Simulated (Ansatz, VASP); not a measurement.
# Se: VASP beside Ansatz

INCAR

```
PREC = Accurate ; ENCUT = 520
EDIFF = 1E-7 ; ISMEAR = -1
SIGMA = 0.05 ; LREAL = False
LASPH = True ; NELM = 80
ALGO = Normal ; ISIF = 2
LWAVE = False ; LCHARG = True
GGA = PE ; LELF = True
LVHAR = True ; NBANDS = 9
```

Contents of KPOINTS:

```
regular mesh
0
Gamma
  9 9 9
```

Contents of POSCAR:

```
Se
1.0
    2.8105630200      0.0000000000      0.0000000000
    0.0000000000      2.8105630200      0.0000000000
    0.0000000000      0.0000000000      2.8105630200
Se
1
Direct
    0.0000000000      0.0000000000      0.0000000000
```

File input.yaml:

```yaml
crystal:
  lattice:
    - [2.81056302, 0.0, 0.0]
    - [0.0, 2.81056302, 0.0]
    - [0.0, 0.0, 2.81056302]
  atoms:
    - { symbol: Se, position: [0.0, 0.0, 0.0] }
hamiltonian:
  xc: pbe
  pseudopotentials: { kind: paw }
kpoints:
  mp_grid: { grid: [9, 9, 9] }
scf:
  occupations: { method: fermi_dirac, width: 0.05 }
output:
  forces: true
  stress: true
  eigenvalues: true
```

This isn't the form of Se at room conditions, which is trigonal, of chains.

Alike in both runs: task single point; functional PBE; k mesh 9 × 9 × 9; occupations fermi-dirac, width 0.05 eV; no spin polarisation.

```csv
,VASP,Ansatz
version,VASP 6.6.1,Ansatz 0.2.0
potentials or method,"VASP PAW PBE potentials, release 64 (Se)",Ansatz PAW
plane-wave cutoff (eV),520,420
valence electrons in the cell,6,16
```

|  | VASP | Ansatz | Ansatz less VASP |
| --- | --- | --- | --- |
| gap on the k mesh at the Fermi level (eV) | none | none | - |
| pressure (GPa) | 2.0 | 2.0 | -0.03 |

A gap of «none» marks a metal or a gap that the smearing closes. The two sets of potentials don't hold the same shells in valence.
